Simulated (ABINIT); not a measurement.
Runs of ABINIT 10.8.3 (patched build) on MnS. Symmetry: Fm-3m, No. 225, cubic system. The conventional cell has a = 5.209 Å, b = 5.209 Å, c = 5.209 Å, α = 90.00°, β = 90.00°, γ = 90.00°. Around Mn (site symmetry m-3m) lie 6 S at 2.60 Å. Around S (site symmetry m-3m) lie 6 Mn at 2.60 Å. 

```tsv
task	level	potentials or basis	cell	k mesh	cutoff (eV)	cell freedom (optcell)	optimiser (ionmov)	cutoff smearing ecutsm (Ha)	force stop (Ha/bohr)	bands in the sums	gap on the mesh (eV)	pressure (GPa)	moment (μB)
relaxation of cell and atoms	PBEsol	PseudoDojo NC SR PBEsol v0.4.1 standard	relaxed	7 × 7 × 7	1306	2	2	0.5	2e-05	-	none	0.0	4.35
optical spectrum	PBE	PseudoDojo NC SR PBE v0.4.1 standard	as given	6 × 6 × 6, with 4 shifts	1252	-	-	-	-	16	-	-1.7	(a)
phonons	PBEsol	PseudoDojo NC SR PBEsol v0.4.1 standard	cell relaxed at zero pressure by an earlier run	4 × 4 × 4, with 4 shifts	1306	-	-	0.5	-	-	-	0.6	4.39
single point	PBEsol	PseudoDojo NC SR PBEsol v0.4.1 standard	cell relaxed	7 × 7 × 7	1306	-	-	-	-	-	none	0.0	4.35
single point	PBE	PseudoDojo NC SR PBE v0.4.1 standard	as given	7 × 7 × 7	1252	-	-	-	-	-	none	(b)	4.73
single point	LDA	PseudoDojo NC SR LDA v0.4 stringent	cell relaxed	7 × 7 × 7	1769	-	-	-	-	-	none	16.8	(c)
```

Alike in all rows: spin collinear, ferromagnetic start; smearing fermi-dirac 0.05 eV.

Question: Fill in the values left out.

Answer: (a) 4.80; (b) -2.6; (c) 2.95.

Caveats: a cell with one magnetic atom can't hold antiferromagnetic order, which such compounds often take; semilocal functionals often make such compounds metallic where correlation or magnetic order opens a gap, which also shifts bond lengths (some runs); the intraband (Drude) term is left out (some runs); spectra need much finer meshes, so this one isn't converged (some runs); independent-particle spectra lack excitons (some runs); the mesh is coarse for a metal's response (some runs).

A gap of «none» marks a metal or a gap under the smearing width.
